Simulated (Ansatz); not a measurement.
# Ge (I4/mmm) in Ansatz: single point with r2SCAN0

Aim: the single point of Ge with r2SCAN0.

Everything below comes from runs of Ansatz 0.2.0. Logs are shortened: lines on timing, memory, paths and dates and some standing lists are left out, and cuts for length are marked.

### Step 1. The crystal as given

Symmetry: I4/mmm, No. 139, tetragonal system. The conventional cell has a = 3.217 Å, b = 3.217 Å, c = 3.746 Å, α = 90.00°, β = 90.00°, γ = 90.00°. Ge (site symmetry 4/mmm) has 12 Ge at 2.95 to 3.22 Å as nearest neighbours.

The cell was built by a generator and needn't be a form met in nature.

### Step 2. Single point, r2SCAN0

Input file input.yaml:

```yaml
crystal:
  lattice:
    - [-1.60842, 1.60842, 1.87318]
    - [1.60842, -1.60842, 1.87318]
    - [1.60842, 1.60842, -1.87318]
  atoms:
    - { symbol: Ge, position: [0.5, 0.5, 0.0] }
hamiltonian:
  xc: r2scan0
  pseudopotentials: { kind: paw }
kpoints:
  mp_grid: { grid: [7, 7, 7] }
scf:
  occupations: { method: fermi_dirac, width: 0.05 }
output:
  forces: true
  stress: true
  eigenvalues: true
```

Potentials or basis: Ansatz PAW.

Started as:

```
> ansatz run input.yaml --threads 2 --pin off --max-ram 5632MiB --backend cpu --events-out ev --progress --plain --runs-dir out
```

What it wrote:

```text
Warning: output.stress: scf.convergence.dr2_threshold = 1e-7 eV (the SCF's general default) is looser than the 1e-10 eV advised for a printed stress (1e-10 eV for each atom of the cell: 1). What an SCF threshold leaves in a stress goes as its square root, and in the free energy as the threshold itself, and one threshold admits the most on a small cell: of the crystals measured, under no hybrid functional and no lock of the moments, on runs that ended without the residual-converged pass, on stresses that held no estimate of that error, the worst erred by over 100 MPa in a component at 1e-7 eV an atom and by under 5 at 1e-10. Set scf.convergence.dr2_threshold to 1e-10 eV or tighter. The threshold is an SCF's pass mark: one that does not reach it within its budget of iterations ends unconverged, or closes short of it on a stop that the run arms, and scf.convergence.dr2_threshold's page says what that costs each kind of run
Warning: output.stress: scf.exx.energy_threshold = 1e-6 eV is looser than the 1e-8 eV advised for a stress under a hybrid functional (1e-8 eV for each atom of the cell: 1). Every SCF of the exchange loop can meet its threshold on dr2 while the loop round them stops early: no threshold on dr2 bounds what that leaves in the stress. Set scf.exx.energy_threshold to 1e-8 eV or tighter. The threshold is the loop's pass mark: a loop that does not reach it within its budget of cycles ends unconverged, and scf.exx.energy_threshold's page has the law
Warning: RAYON_NUM_THREADS=2 ignored (pool sized by the plan → 2); use --threads N
Engine: ansatz 0.2.0, x86_64-unknown-linux-gnu
Pseudopotentials: kind: paw
Pseudopotential: Ge, paw, valence charge 14, recommended cutoff 500 eV (meta_gga), Ge.paw.azcp
Functional definition: r2SCAN0
  parameter a = 0.25
  parameter k0 = 0.174
  parameter k1 = 0.065
  parameter a1 = 4.9479
  exchange = (1 - a)*r2scan_x(k0 = k0, k1 = k1, a1 = a1) + a*exact_x
  correlation = r2scan_c
Crystal: 1 atoms, lattice volume = 19.384 Å³
Basis set: ecut = 500 eV, 479 PW (Γ), exchange–correlation on 96×96×96 points (64 copies of the dense FFT grid, shifted against one another)
Bands: 11, of which v1, the nominal top of the filled ones, is band 7 counted from 1 (6 counted from 0)
Symmetry: 16 space group operations
Space group: I4/mmm (ITA 139), of the structure as read, at distance tolerance 2.7e-5 Å
k-points: 40 of 343
Non-local potential: Ge, projectors of the file, l = 0: 2, l = 1: 2, l = 2: 3, l = 3: 1
PAW form: soft (Blöchl's): semilocal exchange-correlation on the pseudo side does not see the compensation charge
PAW frozen core: Ge, regenerated for the run's functional, and the local potential with it (the file was generated under x = pbe(κ = 0.804, μ = 0.2195149727645171), c = pbe(β = 0.06672455060314922))
PAW one-centre angular grid: Ge, 590 points (default); XC on 160 Gauss nodes
Initial density: superposition of atomic densities (neutral atoms: chi_scale 0, normalization atom), corrected by the library's trained network
Initial wavefunctions: pseudopotential atomic-orbital guess
Functional: x = r2scan, c = r2scan; τ floored in thin density (d = 2e-4 eV/Å³), warm-up for x = 0.75 r2scan + 0.25 exact, c = r2scan; τ floored in thin density (d = 2e-4 eV/Å³)
SCF iter   1: F=—  HF=-4302.340111 eV  |F-HF|=—  |Δ(HF+E_count)|=         —  Δρ=6.25e-3  dr2=2.73e-3  dr2_τ=2.42e-4  ethr=1.77e-3  ⟨swp⟩=7.2  Hψ=1815  notcnv=0
preconditioner: auto → none  [metal: Δε(μ)=0.077 eV  Ē_g=28.121 eV  σ=0.050 eV  W_gap=0.34  n_scr=8 (ndim 8)  ℏωp=31.6 eV  f_vac=0.000  D(μ)=0.61/eV (n_scr^D=0)  sad-step TF]
SCF iter   2: F=—  HF=-4302.346091 eV  |F-HF|=—  |Δ(HF+E_count)|=   5.98e-3  Δρ=1.87e-3  dr2=3.44e-4  dr2_τ=9.64e-6  ethr=1.95e-5  ⟨swp⟩=3.5  Hψ=1211  notcnv=0
SCF iter   3: F=—  HF=-4302.346616 eV  |F-HF|=—  |Δ(HF+E_count)|=   5.25e-4  Δρ=1.04e-3  dr2=1.13e-4  dr2_τ=1.65e-6  ethr=2.46e-6  ⟨swp⟩=3.0  Hψ=803  notcnv=0
iter 4 solved again at ethr=5.49e-9 eV; its pass at ethr=8.06e-7 eV (dr2=7.68e-7 eV) is discarded
SCF iter   4: F=—  HF=-4302.346846 eV  |F-HF|=—  |Δ(HF+E_count)|=   2.30e-4  Δρ=9.73e-5  dr2=8.04e-7  dr2_τ=6.18e-9  ethr=5.49e-9  ⟨swp⟩=4.0  Hψ=1928  notcnv=0  defer=1
SCF iter   5: F=—  HF=-4302.346847 eV  |F-HF|=—  |Δ(HF+E_count)|=   5.90e-7  Δρ=1.52e-5  dr2=2.88e-8  dr2_τ=4.84e-10  ethr=5.49e-9  ⟨swp⟩=3.0  Hψ=998  notcnv=0  defer=1
SCF iter   6: F=-4302.346847 eV  HF=-4302.346847 eV  |F-HF|=4.55e-12  |Δ(HF+E_count)|=   7.08e-8  Δρ=1.54e-6  dr2=1.85e-10  dr2_τ=4.31e-12  ethr=2.06e-10  ⟨swp⟩=3.5  Hψ=1023  notcnv=0  defer=1
SCF 1 converged in 6 iterations: F = -4302.346847 eV  dr2 = 1.85e-10
Initial density: handed on by an earlier stage of this run
Initial wavefunctions: those handed on with the density
Functional: x = 0.75 r2scan + 0.25 exact, c = r2scan; τ floored in thin density (d = 2e-4 eV/Å³)
Frozen-core exchange: fock
iter 1 solved again at ethr=2.97e-5 eV; its pass at ethr=1.00e-1 eV (dr2=4.15e-3 eV) is discarded
SCF iter   1: F=—  HF=-4301.294522 eV  |F-HF|=—  |Δ(HF+E_count)|=         —  Δρ=9.16e-3  dr2=6.37e-3  dr2_τ=1.00e-4  ethr=2.97e-5  ⟨swp⟩=4.0  Hψ=2342  notcnv=0
preconditioner: auto → none  [insulator: Δε(μ)=0.252 eV  Ē_g=31.871 eV  σ=0.050 eV  W_gap=0.81  n_scr=8 (ndim 8)  ℏωp=31.6 eV  f_vac=0.000  D(μ)=0.18/eV (n_scr^D=0)]
SCF iter   2: F=—  HF=-4301.290711 eV  |F-HF|=—  |Δ(HF+E_count)|=   3.81e-3  Δρ=2.73e-3  dr2=1.69e-3  dr2_τ=1.09e-5  ethr=2.97e-5  ⟨swp⟩=3.0  Hψ=1126  notcnv=0
SCF iter   3: F=—  HF=-4301.290887 eV  |F-HF|=—  |Δ(HF+E_count)|=   1.75e-4  Δρ=1.34e-3  dr2=1.22e-3  dr2_τ=1.28e-6  ethr=4.36e-6  ⟨swp⟩=2.0  Hψ=718  notcnv=0
[... 67 lines left out ...]
exact exchange: an outer loop of this run ended on a state whose frontier levels can be filled otherwise, and a further loop was made from that state with electrons moved between them. It converged no lower than the two loops' stops tell apart, in 17 SCF iterations, so its state is not used
Frozen-core exchange: fock
iter 1 solved again at ethr=1.10e-8 eV; its pass at ethr=1.00e-1 eV (dr2=1.54e-6 eV) is discarded
SCF iter   1: F=—  HF=-4301.296020 eV  |F-HF|=—  |Δ(HF+E_count)|=         —  Δρ=1.15e-4  dr2=9.02e-6  dr2_τ=1.07e-8  ethr=1.10e-8  ⟨swp⟩=2.8  Hψ=1380  notcnv=0
preconditioner: auto → none  [insulator: Δε(μ)=0.523 eV  Ē_g=31.739 eV  σ=0.050 eV  W_gap=0.90  n_scr=8 (ndim 8)  ℏωp=31.6 eV  f_vac=0.000  D(μ)=0.11/eV (n_scr^D=0)]
SCF iter   2: F=—  HF=-4301.296020 eV  |F-HF|=—  |Δ(HF+E_count)|=   7.58e-8  Δρ=5.76e-5  dr2=7.71e-6  dr2_τ=3.15e-9  ethr=1.10e-8  ⟨swp⟩=2.0  Hψ=717  notcnv=0
SCF iter   3: F=—  HF=-4301.296044 eV  |F-HF|=—  |Δ(HF+E_count)|=   2.35e-5  Δρ=2.47e-5  dr2=3.20e-6  dr2_τ=7.33e-10  ethr=2.70e-9  ⟨swp⟩=2.9  Hψ=768  notcnv=0
SCF iter   4: F=—  HF=-4301.296060 eV  |F-HF|=—  |Δ(HF+E_count)|=   1.62e-5  Δρ=6.35e-5  dr2=7.53e-7  dr2_τ=3.07e-9  ethr=4.99e-10  ⟨swp⟩=3.2  Hψ=835  notcnv=0  defer=1
iter 5 solved again at ethr=3.44e-12 eV; its pass at ethr=4.99e-10 eV (dr2=4.81e-10 eV) is discarded
SCF iter   5: F=—  HF=-4301.296060 eV  |F-HF|=—  |Δ(HF+E_count)|=   4.78e-8  Δρ=1.70e-6  dr2=2.14e-7  dr2_τ=3.87e-11  ethr=3.44e-12  ⟨swp⟩=3.9  Hψ=1970  notcnv=0
Mixer restart at iter 5: flushing history
eigensolver tolerance schedule: the retry pair's looser diagonalisation over-reported the residual by 0.18 of it (diagonalisation noise at 0.18 of the residual, at the tolerance the schedule requests for it); recorded, not acted on — ethr = c·dr2/N_el stays at c = 1.0e-1
SCF iter   6: F=-4301.296061 eV  HF=-4301.296061 eV  |F-HF|=1.13e-9  |Δ(HF+E_count)|=   8.62e-7  Δρ=1.19e-5  dr2=7.92e-8  dr2_τ=1.38e-10  ethr=2.91e-12  ⟨swp⟩=4.1  Hψ=1164  notcnv=0  defer=1
SCF 9 converged in 6 iterations: F = -4301.296061 eV  dr2 = 7.92e-8
hybrid outer 1: dexx = +1.353e-4 eV, tail = 2.69e-7 eV
Frozen-core exchange: fock
SCF iter   1: F=—  HF=-4301.296061 eV  |F-HF|=—  |Δ(HF+E_count)|=         —  Δρ=1.61e-5  dr2=8.34e-8  dr2_τ=2.16e-10  ethr=7.64e-9  ⟨swp⟩=2.2  Hψ=889  notcnv=0
preconditioner: auto → none  [insulator: Δε(μ)=0.507 eV  Ē_g=31.739 eV  σ=0.050 eV  W_gap=0.87  n_scr=8 (ndim 8)  ℏωp=31.6 eV  f_vac=0.000  D(μ)=0.11/eV (n_scr^D=0)]
SCF iter   2: F=—  HF=-4301.296061 eV  |F-HF|=—  |Δ(HF+E_count)|=   1.20e-7  Δρ=1.09e-5  dr2=4.62e-8  dr2_τ=8.30e-11  ethr=2.25e-10  ⟨swp⟩=2.3  Hψ=731  notcnv=0  defer=1
SCF iter   3: F=-4301.296062 eV  HF=-4301.296062 eV  |F-HF|=1.48e-9  |Δ(HF+E_count)|=   1.89e-7  Δρ=2.38e-6  dr2=1.74e-9  dr2_τ=1.35e-11  ethr=9.79e-11  ⟨swp⟩=3.0  Hψ=799  notcnv=0  defer=1
SCF 10 converged in 3 iterations: F = -4301.296062 eV  dr2 = 1.74e-9
  Residual-converged pass: ⟨swp⟩=3.0  Hψ=932  notcnv=0  max |occ|·‖R‖ = 2.1e-6 eV (tolerance 2.4e-6 eV)  dr2=1.66e-9  dr2_τ=1.21e-11  dr2_onsite=9.87e-10  max |Δocc| = 2.8e-12
hybrid outer 2: dexx = +1.126e-6 eV, tail = 1.25e-8 eV, Δε = 7.04e-3 eV (about 1.25e-3 eV left of the loop's levels)
exact exchange: an outer loop of this run ended on a state whose frontier levels can be filled otherwise, and a further loop was made from that state with electrons moved between them. It converged no lower than the two loops' stops tell apart, in 9 SCF iterations, so its state is not used
hybrid SCF converged: 4 outer / 19 inner (+6 warm-up), last move |dexx| = 5.17e-7 eV, tail = 2.16e-8 eV
Stability not checked: this state was not tested for a lower state beside it, because the functional holds exact exchange (a hybrid, or Hartree-Fock), whose exchange loop this test does not read (fock_operator; see scf.lower_state_search)
Free energy (F): -4301.296062 eV
Frozen-core exchange: fock
Harris-Foulkes:  -4301.296062 eV  (|F-HF|=4.18e-9)
Internal energy: -4301.295078 eV  (E = F + TS)
E sigma→0 (E₀):  -4301.295570 eV
Entropy (-TS):   -0.000983 eV (-0.983 meV/atom)
Fermi energy:    10.940042 eV
--- Per-component energies (eV) ---
  E_band       = -168.186012
  E_kinetic    = 108.493361
  E_local      = -2151.441082  (includes V_loc(G=0)·N_el)
  E_nonlocal   = 416.586482
  E_hartree    = 941.127095
  E_xc         = -53.495270
  E_vxc        = -52.063759  (∫ρ·V_xc dr)
  E_exx        = -59.893064  (= α·E_x^exact, valence–valence)
  E_paw        = -1984.377765  (= ΣΔE_a)
  E_vpaw       = -255.024383  (= ΣTr[D̂ρ^β])
  E_aug_tail   = 0.000016  (compensation charges beyond the density's cutoff)
  E_vtau       = 2.796789  (kinetic-family band-sum trace: ∫τ·v_τ [+ j·A + Jᵃ·Aᵃ] dr)
  E_ewald      = -1517.167428
  E_core_change = -1.127423  (= ΣΔE_core)
  E_smearing   = -0.000983  (= −TS)
  E_closure    = -0.000000  (closes the sum)
  Σ components = -4301.296062   (vs F -4301.296062, Δ=0.00e0)
--- Forces (eV/Å), atoms counted from 1 ---
  atom   1  Ge    -0.00000000     0.00000000    -0.00000000
  max |Σ_I F_I| component: 1.26e-29 eV/Å
--- Stress (GPa, compression-positive) ---
       -1.288873       0.000000       0.000000
        0.000000      -1.288873       0.000000
        0.000000       0.000000      -6.043949
  P = ⅓ Tr σ = -2.8739 GPa (-28.739 kbar)
--- Band table (eV; the first three rows and the last of 40) ---
  k-point 0: bands = ["-18.5045", "-18.5045", "-18.4855", "-18.4515", "-18.4086", "-4.8875", "20.9141", "21.3005", "21.3005", "26.1880", "26.1880"]
  k-point 1: bands = ["-18.5123", "-18.4845", "-18.4792", "-18.4458", "-18.4117", "-4.2128", "18.4822", "18.7906", "19.8620", "23.3929", "24.6468"]
  k-point 2: bands = ["-18.5297", "-18.4921", "-18.4330", "-18.4218", "-18.4111", "-2.1894", "12.6106", "16.2795", "17.8314", "21.0200", "21.4021"]
  k-point 39: bands = ["-18.5259", "-18.4999", "-18.4091", "-18.3893", "-18.3852", "5.8192", "7.6577", "9.8017", "12.1206", "16.6509", "19.5262"]
```

Run time: 95 s. Hardware: 2 threads of Intel Xeon at 2.70GHz, shared host; peak memory 1 GiB.

Results:

```yaml
Free_energy: -4301.2961 eV
Pressure: -2.9 GPa
Band_gap_on_the_k_mesh: none (metal or under the smearing width)
```

Caveat: the k mesh is coarse (spacing up to 0.39 Å⁻¹), so the values aren't converged, least of all with exact exchange; the PAW data sets come from PBE, with cores solved anew for the run's functional, which leaves a small shift of forces and pressure; the thresholds are loose for stress.
